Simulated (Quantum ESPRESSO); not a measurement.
# La (Im-3m) in Quantum ESPRESSO: further runs, part 3 of 3

Quantum ESPRESSO 7.5. Earlier steps stand in the parts before.

## (4) Phonon dispersion, PBEsol

File pw.in:

```
&CONTROL
  calculation = 'scf'
  prefix = 'pwscf'
  outdir = './tmp'
  pseudo_dir = './pseudo'
  tprnfor = .true.
  tstress = .true.
  disk_io = 'low'
/
&SYSTEM
  ibrav = 0
  nat = 1
  ntyp = 1
  ecutwfc = 45
  ecutrho = 360
  nbnd = 11
  occupations = 'smearing'
  smearing = 'mv'
  degauss = 0.01469973
/
&ELECTRONS
  conv_thr = 2d-10
  electron_maxstep = 120
  mixing_beta = 0.5
/
ATOMIC_SPECIES
La   138.9055 la_pbesol_v1.uspp.F.UPF
CELL_PARAMETERS angstrom
  -2.1238310710    2.1238310710    2.1238310710
   2.1238310710   -2.1238310710    2.1238310710
   2.1238310710    2.1238310710   -2.1238310710
ATOMIC_POSITIONS angstrom
La     0.0000000000    0.0000000000    0.0000000000
K_POINTS automatic
10 10 10 0 0 0
```

File relax.in:

```
&CONTROL
  calculation = 'vc-relax'
  prefix = 'pwscf'
  outdir = './tmp'
  pseudo_dir = './pseudo'
  tprnfor = .true.
  tstress = .true.
  disk_io = 'low'
  nstep = 40
  forc_conv_thr = 0.0001
  etot_conv_thr = 1d-06
/
&SYSTEM
  ibrav = 0
  nat = 1
  ntyp = 1
  ecutwfc = 45
  ecutrho = 360
  nbnd = 11
  occupations = 'smearing'
  smearing = 'mv'
  degauss = 0.01469973
/
&ELECTRONS
  conv_thr = 2d-10
  electron_maxstep = 120
  mixing_beta = 0.5
/
&IONS
  ion_dynamics = 'bfgs'
/
&CELL
  cell_dynamics = 'bfgs'
  press = 0
  press_conv_thr = 0.2
/
ATOMIC_SPECIES
La   138.9055 la_pbesol_v1.uspp.F.UPF
CELL_PARAMETERS angstrom
  -2.1238310710    2.1238310710    2.1238310710
   2.1238310710   -2.1238310710    2.1238310710
   2.1238310710    2.1238310710   -2.1238310710
ATOMIC_POSITIONS angstrom
La     0.0000000000    0.0000000000    0.0000000000
K_POINTS automatic
10 10 10 0 0 0
```

File scf2.in:

```
&CONTROL
  calculation = 'scf'
  prefix = 'pwscf'
  outdir = './tmp'
  pseudo_dir = './pseudo'
  tprnfor = .true.
  tstress = .true.
  disk_io = 'low'
/
&SYSTEM
  ibrav = 0
  nat = 1
  ntyp = 1
  ecutwfc = 45
  ecutrho = 360
  nbnd = 11
  occupations = 'smearing'
  smearing = 'mv'
  degauss = 0.01469973
/
&ELECTRONS
  conv_thr = 1d-13
  electron_maxstep = 120
  mixing_beta = 0.5
  startingpot = 'file'
  startingwfc = 'file'
/
ATOMIC_SPECIES
La   138.9055 la_pbesol_v1.uspp.F.UPF
CELL_PARAMETERS angstrom
  -2.0568981299    2.0568981299    2.0568981299
   2.0568981299   -2.0568981299    2.0568981299
   2.0568981299    2.0568981299   -2.0568981299
ATOMIC_POSITIONS angstrom
La     0.0000000000    0.0000000000    0.0000000000
K_POINTS automatic
10 10 10 0 0 0
```

File ph.in:

```
phonon_bands of La
&INPUTPH
  prefix = 'pwscf'
  outdir = './tmp'
  tr2_ph = 1d-18
  fildyn = 'dyn'
  niter_ph = 90
  alpha_mix(1) = 0.4
  ldisp = .true.
  nq1 = 2
  nq2 = 2
  nq3 = 2
/
```

File q2r.in:

```
&INPUT
  fildyn = 'dyn'
  zasr = 'crystal'
  flfrc = 'fc'
/
```

File matdyn.in:

```
&INPUT
  asr = 'crystal'
  flfrc = 'fc'
  flfrq = 'freq'
  q_in_cryst_coord = .true.
  flvec = ' '
/
80
 0.0000000000  0.0000000000  0.0000000000
 0.0312500000 -0.0312500000  0.0312500000
 0.0625000000 -0.0625000000  0.0625000000
 0.0937500000 -0.0937500000  0.0937500000
 0.1250000000 -0.1250000000  0.1250000000
 0.1562500000 -0.1562500000  0.1562500000
 0.1875000000 -0.1875000000  0.1875000000
 0.2187500000 -0.2187500000  0.2187500000
 0.2500000000 -0.2500000000  0.2500000000
 0.2812500000 -0.2812500000  0.2812500000
 0.3125000000 -0.3125000000  0.3125000000
 0.3437500000 -0.3437500000  0.3437500000
 0.3750000000 -0.3750000000  0.3750000000
 0.4062500000 -0.4062500000  0.4062500000
 0.4375000000 -0.4375000000  0.4375000000
 0.4687500000 -0.4687500000  0.4687500000
 0.5000000000 -0.5000000000  0.5000000000
 0.4545454545 -0.4545454545  0.5000000000
 0.4090909091 -0.4090909091  0.5000000000
 0.3636363636 -0.3636363636  0.5000000000
 0.3181818182 -0.3181818182  0.5000000000
 0.2727272727 -0.2727272727  0.5000000000
 0.2272727273 -0.2272727273  0.5000000000
 0.1818181818 -0.1818181818  0.5000000000
 0.1363636364 -0.1363636364  0.5000000000
 0.0909090909 -0.0909090909  0.5000000000
 0.0454545455 -0.0454545455  0.5000000000
 0.0000000000  0.0000000000  0.5000000000
 0.0000000000  0.0000000000  0.4583333333
 0.0000000000  0.0000000000  0.4166666667
 0.0000000000  0.0000000000  0.3750000000
 0.0000000000  0.0000000000  0.3333333333
 0.0000000000  0.0000000000  0.2916666667
 0.0000000000  0.0000000000  0.2500000000
 0.0000000000  0.0000000000  0.2083333333
 0.0000000000  0.0000000000  0.1666666667
 0.0000000000  0.0000000000  0.1250000000
 0.0000000000  0.0000000000  0.0833333333
 0.0000000000  0.0000000000  0.0416666667
 0.0000000000  0.0000000000  0.0000000000
 0.0166666667  0.0166666667  0.0166666667
 0.0333333333  0.0333333333  0.0333333333
 0.0500000000  0.0500000000  0.0500000000
 0.0666666667  0.0666666667  0.0666666667
 0.0833333333  0.0833333333  0.0833333333
 0.1000000000  0.1000000000  0.1000000000
 0.1166666667  0.1166666667  0.1166666667
 0.1333333333  0.1333333333  0.1333333333
 0.1500000000  0.1500000000  0.1500000000
 0.1666666667  0.1666666667  0.1666666667
 0.1833333333  0.1833333333  0.1833333333
 0.2000000000  0.2000000000  0.2000000000
 0.2166666667  0.2166666667  0.2166666667
 0.2333333333  0.2333333333  0.2333333333
 0.2500000000  0.2500000000  0.2500000000
 0.2666666667  0.2000000000  0.2666666667
 0.2833333333  0.1500000000  0.2833333333
 0.3000000000  0.1000000000  0.3000000000
 0.3166666667  0.0500000000  0.3166666667
 0.3333333333  0.0000000000  0.3333333333
 0.3500000000 -0.0500000000  0.3500000000
 0.3666666667 -0.1000000000  0.3666666667
 0.3833333333 -0.1500000000  0.3833333333
 0.4000000000 -0.2000000000  0.4000000000
 0.4166666667 -0.2500000000  0.4166666667
 0.4333333333 -0.3000000000  0.4333333333
 0.4500000000 -0.3500000000  0.4500000000
 0.4666666667 -0.4000000000  0.4666666667
 0.4833333333 -0.4500000000  0.4833333333
 0.5000000000 -0.5000000000  0.5000000000
 0.2500000000  0.2500000000  0.2500000000
 0.2222222222  0.2222222222  0.2777777778
 0.1944444444  0.1944444444  0.3055555556
 0.1666666667  0.1666666667  0.3333333333
 0.1388888889  0.1388888889  0.3611111111
 0.1111111111  0.1111111111  0.3888888889
 0.0833333333  0.0833333333  0.4166666667
 0.0555555556  0.0555555556  0.4444444444
 0.0277777778  0.0277777778  0.4722222222
 0.0000000000  0.0000000000  0.5000000000
```

File matdyn_dos.in:

```
&INPUT
  asr = 'crystal'
  flfrc = 'fc'
  dos = .true.
  fldos = 'phdos'
  nk1 = 15
  nk2 = 15
  nk3 = 15
  deltaE = 0.5
  flvec = ' '
  flfrq = ' '
/
```

File matdyn_mesh.in:

```
&INPUT
  asr = 'crystal'
  flfrc = 'fc'
  flfrq = 'mesh'
  q_in_cryst_coord = .true.
  flvec = ' '
/
1000
 0.05000000  0.05000000  0.05000000
 0.05000000  0.05000000  0.15000000
 0.05000000  0.05000000  0.25000000
[... 997 further points of the even 10 x 10 x 10 mesh, shifted by half a step ...]
```

Potentials or basis: GBRV 1.5 PBEsol.

The run is started by

```console
$ OMP_NUM_THREADS=1 pw.x -in pw.in > pw.out
$ OMP_NUM_THREADS=1 pw.x -in relax.in > relax.out
$ OMP_NUM_THREADS=1 pw.x -in scf2.in > scf2.out
$ OMP_NUM_THREADS=1 ph.x -in ph.in > ph.out
$ OMP_NUM_THREADS=1 q2r.x -in q2r.in > q2r.out
$ OMP_NUM_THREADS=1 matdyn.x -in matdyn.in > matdyn.out
$ OMP_NUM_THREADS=1 matdyn.x -in matdyn_dos.in > matdyn_dos.out
$ OMP_NUM_THREADS=1 matdyn.x -in matdyn_mesh.in > matdyn_mesh.out
```

pw.out:

```text
This program is part of the open-source Quantum ESPRESSO suite
     for quantum simulation of materials; please cite
[... 9 lines left out ...]
     --------------------
     sticks:   dense  smooth     PW     G-vecs:    dense   smooth      PW
     Sum        1299     649    233                29797    10473    2315

     Using Slab Decomposition

     bravais-lattice index     =            0
     lattice parameter (alat)  =       6.9515  a.u.
     unit-cell volume          =     258.5928 (a.u.)^3
     number of atoms/cell      =            1
     number of atomic types    =            1
     number of electrons       =        11.00
     number of Kohn-Sham states=           11
     kinetic-energy cutoff     =      45.0000  Ry
     charge density cutoff     =     360.0000  Ry
     scf convergence threshold =      2.0E-10
     mixing beta               =       0.5000
     number of iterations used =            8  plain     mixing
     Exchange-correlation= SLA  PW   PSX  PSC
                           (   1   4  10   8   0   0   0)

     celldm(1)=   6.951515  celldm(2)=   0.000000  celldm(3)=   0.000000
     celldm(4)=   0.000000  celldm(5)=   0.000000  celldm(6)=   0.000000

     crystal axes: (cart. coord. in units of alat)
               a(1) = (  -0.577350   0.577350   0.577350 )
               a(2) = (   0.577350  -0.577350   0.577350 )
               a(3) = (   0.577350   0.577350  -0.577350 )

     reciprocal axes: (cart. coord. in units 2 pi/alat)
               b(1) = ( -0.000000  0.866025  0.866025 )
               b(2) = (  0.866025 -0.000000  0.866025 )
               b(3) = (  0.866025  0.866025  0.000000 )

     PseudoPot. # 1 for La read from file:
     la_pbesol_v1.uspp.F.UPF
     Pseudo is Ultrasoft + core correction, Zval = 11.0
     Generated by new atomic code, or converted to UPF format
     Using radial grid of  995 points,  8 beta functions with:
                l(1) =   0
                l(2) =   0
                l(3) =   1
                l(4) =   1
                l(5) =   2
                l(6) =   2
                l(7) =   3
                l(8) =   3
     Q(r) pseudized with  8 coefficients,  rinner =    1.700   1.700   1.700
                                                       1.700   1.700   1.700
                                                       1.700

     atomic species   valence    mass     pseudopotential
     La               11.00   138.90550     La( 1.00)

     48 Sym. Ops., with inversion, found

   Cartesian axes

     site n.     atom                  positions (alat units)
         1        La     tau(   1) = (   0.0000000   0.0000000   0.0000000  )

     number of k points=    47  Marzari-Vanderbilt smearing, width (Ry)=  0.0147
                       cart. coord. in units 2pi/alat
        k(    1) = (   0.0000000   0.0000000   0.0000000), wk =   0.0020000
        k(    2) = (   0.0866025   0.0866025   0.0000000), wk =   0.0240000
        k(    3) = (   0.1732051   0.1732051   0.0000000), wk =   0.0240000
        k(    4) = (   0.2598076   0.2598076   0.0000000), wk =   0.0240000
        k(    5) = (   0.3464102   0.3464102   0.0000000), wk =   0.0240000
        k(    6) = (  -0.4330127  -0.4330127   0.0000000), wk =   0.0120000
[... 39 lines left out ...]
        k(   46) = (  -0.8660254  -0.0866025  -0.0866025), wk =   0.0240000
        k(   47) = (  -0.8660254  -0.8660254  -0.8660254), wk =   0.0020000

     Dense  grid:    29797 G-vectors     FFT dimensions: (  45,  45,  45)

     Smooth grid:    10473 G-vectors     FFT dimensions: (  30,  30,  30)

     Check: negative core charge=   -0.000001

     Initial potential from superposition of free atoms

     starting charge      10.9706, renormalised to      11.0000

     negative rho (up, down):  7.546E-02 0.000E+00
     Starting wfcs are   20 randomized atomic wfcs

     Self-consistent Calculation

     iteration #  1     ecut=    45.00 Ry     beta= 0.50
     Davidson diagonalization with overlap
     ethr =  1.00E-02,  avg # of iterations =  1.8

     Threshold (ethr) on eigenvalues was too large:
     Diagonalizing with lowered threshold

     Davidson diagonalization with overlap
     ethr =  2.99E-05,  avg # of iterations =  4.2

     negative rho (up, down):  6.741E-02 0.000E+00

     total energy              =    -102.17687264 Ry
     estimated scf accuracy    <       0.00545233 Ry

     iteration #  2     ecut=    45.00 Ry     beta= 0.50
     Davidson diagonalization with overlap
     ethr =  4.96E-05,  avg # of iterations =  1.9
[... 51 lines left out ...]
     iteration #  8     ecut=    45.00 Ry     beta= 0.50
     Davidson diagonalization with overlap
     ethr =  1.56E-10,  avg # of iterations =  2.9

     negative rho (up, down):  5.850E-02 0.000E+00

     End of self-consistent calculation

          k = 0.0000 0.0000 0.0000 (  1289 PWs)   bands (ev):

   -22.2490  -5.2040  -5.2040  -5.2040   7.4475  12.1660  12.1660  12.1660
    12.2976  12.2976  12.2977

          k = 0.0866 0.0866 0.0000 (  1334 PWs)   bands (ev):

   -22.2319  -5.3402  -5.2441  -5.2056   7.7484  11.7990  11.8122  12.2853
    12.2898  12.5255  12.5465
[... 8 lines left out ...]
   -22.1297  -6.0671  -5.4694  -5.2150   9.0143  10.9166  11.4808  12.2673
    12.5675  12.6893  12.8303

          k = 0.3464 0.3464 0.0000 (  1316 PWs)   bands (ev):

   -22.0830  -6.3616  -5.5656  -5.2195   9.0028  10.6389  12.1270  12.2862
    12.6095  12.7754  12.8783

          k =-0.4330-0.4330 0.0000 (  1312 PWs)   bands (ev):

   -22.0649  -6.4701  -5.6016  -5.2212   8.9299  10.5418  12.2967  12.3431
    12.6219  12.8677  12.8925

          k = 0.1732 0.0866 0.0866 (  1323 PWs)   bands (ev):

   -22.2007  -5.5728  -5.2907  -5.2378   8.2776  11.4368  11.4776  12.2661
    12.4427  12.6590  12.6607

          k = 0.2598 0.1732 0.0866 (  1327 PWs)   bands (ev):
[... 71 lines left out ...]
   -22.1711  -5.6824  -5.3893  -5.3098   8.7423  11.3530  11.4968  11.9888
    12.3699  12.7228  12.7812

          k = 0.5196 0.3464 0.3464 (  1307 PWs)   bands (ev):

   -22.0499  -6.0296  -6.0296  -5.4932  10.2395  11.3367  11.3367  12.5464
    12.6774  12.6775  12.8819

          k =-0.0000-0.1732 0.3464 (  1324 PWs)   bands (ev):

   -22.1158  -6.0491  -5.5141  -5.3105   9.2864  11.1417  11.1704  12.1931
    12.5190  12.6684  12.8504

          k = 0.0866-0.0866 0.3464 (  1330 PWs)   bands (ev):

   -22.1228  -5.9279  -5.5151  -5.3733   9.4103  10.8847  11.4990  11.9908
    12.4693  12.6689  12.8263

          k = 0.0000-0.2598 0.4330 (  1316 PWs)   bands (ev):
[... 36 lines left out ...]
   -22.0518  -6.0564  -5.8410  -5.6705  10.7967  10.8201  11.5303  12.5712
    12.7256  12.7400  12.7917

          k = 0.0000 0.0000 0.3464 (  1325 PWs)   bands (ev):

   -22.1303  -5.7534  -5.4984  -5.4984   9.3849  11.0324  11.7599  11.7599
    12.2769  12.6847  12.8397

          k =-0.0000-0.0866 0.4330 (  1320 PWs)   bands (ev):

   -22.0790  -6.0077  -5.6285  -5.5445   9.9012  10.5333  11.6888  12.0219
    12.4190  12.5611  12.8922

          k = 0.0000-0.1732 0.5196 (  1316 PWs)   bands (ev):

   -22.0370  -6.2451  -5.7303  -5.5363   9.7350  10.6983  11.5378  11.9693
    12.5388  12.6608  12.9308

          k = 0.0866-0.0866 0.5196 (  1315 PWs)   bands (ev):
[... 11 lines left out ...]
   -22.0070  -6.2350  -5.9113  -5.5900   9.8137  10.3560  11.3818  12.2545
    12.5291  12.6703  12.9722

          k =-0.6928-0.1732-0.1732 (  1304 PWs)   bands (ev):

   -21.9956  -6.1160  -6.1160  -5.5893  10.0355  10.0355  11.1756  12.4777
    12.5884  12.5885  13.0114

          k =-0.0000-0.0000 0.5196 (  1320 PWs)   bands (ev):

   -22.0330  -6.0079  -5.7647  -5.7647   9.9430  10.1935  12.1482  12.1482
    12.3543  12.4206  12.9366

          k = 0.0000-0.0866 0.6062 (  1313 PWs)   bands (ev):

   -21.9953  -6.1392  -5.8710  -5.7995   9.5872  10.0043  12.1446  12.1753
    12.4842  12.5724  12.9828

          k =-0.8660-0.1732-0.1732 (  1320 PWs)   bands (ev):
[... 16 lines left out ...]
   -21.9481  -6.1042  -6.0215  -5.9890   9.0929   9.1742  12.4086  12.4740
    12.5467  12.5984  13.0518

          k =-0.8660-0.8660-0.8660 (  1312 PWs)   bands (ev):

   -21.9356  -6.0629  -6.0629  -6.0629   8.9286   8.9286  12.4341  12.5767
    12.5767  12.5767  13.0707

     the Fermi energy is    10.7580 ev

!    total energy              =    -102.17736201 Ry
     estimated scf accuracy    <          2.0E-10 Ry
     smearing contrib. (-TS)   =      -0.00171130 Ry
     internal energy E=F+TS    =    -102.17565071 Ry

     The total energy is F=E-TS. E is the sum of the following terms:
     one-electron contribution =      -5.92725747 Ry
     hartree contribution      =       7.41755753 Ry
     xc contribution           =     -48.80713186 Ry
     ewald contribution        =     -54.85881890 Ry

     convergence has been achieved in   8 iterations

     negative rho (up, down):  5.850E-02 0.000E+00

     Forces acting on atoms (cartesian axes, Ry/au):

     atom    1 type  1   force =     0.00000000    0.00000000    0.00000000

     Total force =     0.000000     Total SCF correction =     0.000000

     Computing stress (Cartesian axis) and pressure

     negative rho (up, down):  5.850E-02 0.000E+00
          total   stress  (Ry/bohr**3)                   (kbar)     P=      -23.51
  -0.00015984   0.00000000   0.00000000          -23.51        0.00        0.00
   0.00000000  -0.00015984   0.00000000            0.00      -23.51        0.00
   0.00000000   0.00000000  -0.00015984            0.00        0.00      -23.51

=------------------------------------------------------------------------------=
   JOB DONE.
=------------------------------------------------------------------------------=
```

It took 13 min on 1 thread of Arm Neoverse V1, shared host; peak memory 0.32 GiB.

Results:

| Property | Result |
| --- | --- |
| Free energy | -1390.2212 eV |
| Relaxed volume | 34.81 Å³/atom |
| Relaxed cell | a = 3.563 Å, b = 3.563 Å, c = 3.563 Å, α = 109.47°, β = 109.47°, γ = 109.47° |
| Space group after relaxing (to 0.05 Å) | Im-3m (No. 229) |
| Pressure after relaxing | 0.0 GPa |
| Band gap on the k mesh | none (metal or under the smearing width) |
| Highest phonon frequency | 62 cm⁻¹ |
| Most unstable mode | 62i cm⁻¹ |

Step by step:
```tsv
step	energy change (eV)	largest force (eV/Å)	pressure (GPa)	volume (Å³)
1	0.0000	0.0000	-2.35	38.32
2	-0.0063	0.0000	-2.09	37.86
3	-0.0144	0.0000	-1.69	37.18
4	-0.0229	0.0000	-1.03	36.18
5	-0.0274	0.0000	0.08	34.71
6	-0.0275	0.0000	0.00	34.81
7	-0.0275	0.0000	0.00	34.81
```

Final structure:
```xyz
1
Lattice="-2.0569 2.0569 2.0569 2.0569 -2.0569 2.0569 2.0569 2.0569 -2.0569" Properties=species:S:1:pos:R:3 pbc="T T T"
La    0.0000    0.0000    0.0000
```

Phonon frequencies in cm⁻¹ (negative: imaginary):
```tsv
q point	frequencies
(0.000, 0.000, 0.000)	0 0 0
(0.219, -0.219, 0.219)	-18 -18 22
(0.438, -0.438, 0.438)	58 58 59
(0.273, -0.273, 0.500)	27 36 52
(0.000, 0.000, 0.458)	-58 -44 33
(0.000, 0.000, 0.167)	-29 -22 17
(0.050, 0.050, 0.050)	-20 -20 14
(0.167, 0.167, 0.167)	-54 -54 -19
(0.283, 0.150, 0.283)	-61 -49 -49
(0.400, -0.200, 0.400)	-8 43 43
(0.250, 0.250, 0.250)	-55 -55 -55
(0.056, 0.056, 0.444)	-59 -46 28
```

Phonon frequencies at the corners of the path (cm⁻¹, interpolated; i marks imaginary ones):
| point | frequencies |
| --- | --- |
| Γ | 0 0 0 |
| H | 62 62 62 |
| N | 58i 45i 34 |
| P | 55i 55i 55i |

Phonon states per cell in windows of 10 cm⁻¹ (negative: imaginary):
| from (cm⁻¹) | total |
| --- | --- |
| -70 | 0.04 |
| -60 | 0.38 |
| -50 | 0.48 |
| -40 | 0.43 |
| -30 | 0.29 |
| -20 | 0.12 |
| -10 | 0.08 |
| 0 | 0.09 |
| 10 | 0.16 |
| 20 | 0.34 |
| 30 | 0.30 |
| 40 | 0.18 |
| 50 | 0.10 |
| 60 | 0.00 |

Caveat: some modes are imaginary; the q mesh is small, so phonon branches between its points and thermal values are rough. The run has no spin-orbit coupling, so splittings on La are missing.

## (5) The runs side by side

```csv
level,potentials or basis,form of the LDA correlation,gap on the mesh (eV),pressure (GPa)
LDA,GBRV 1.5 LDA,PZ81,none,0.0
PBE,GBRV 1.5 PBE,-,none,0.0
PBEsol,GBRV 1.5 PBEsol,-,none,0.0
```

Alike in all rows: task phonon dispersion; no spin polarisation; cell relaxed; k mesh 10 × 10 × 10; cutoff (eV) 612; smearing cold 0.2 eV.

Caveats: some modes are imaginary.

Absolute energies hang on the potentials; compare differences alone.
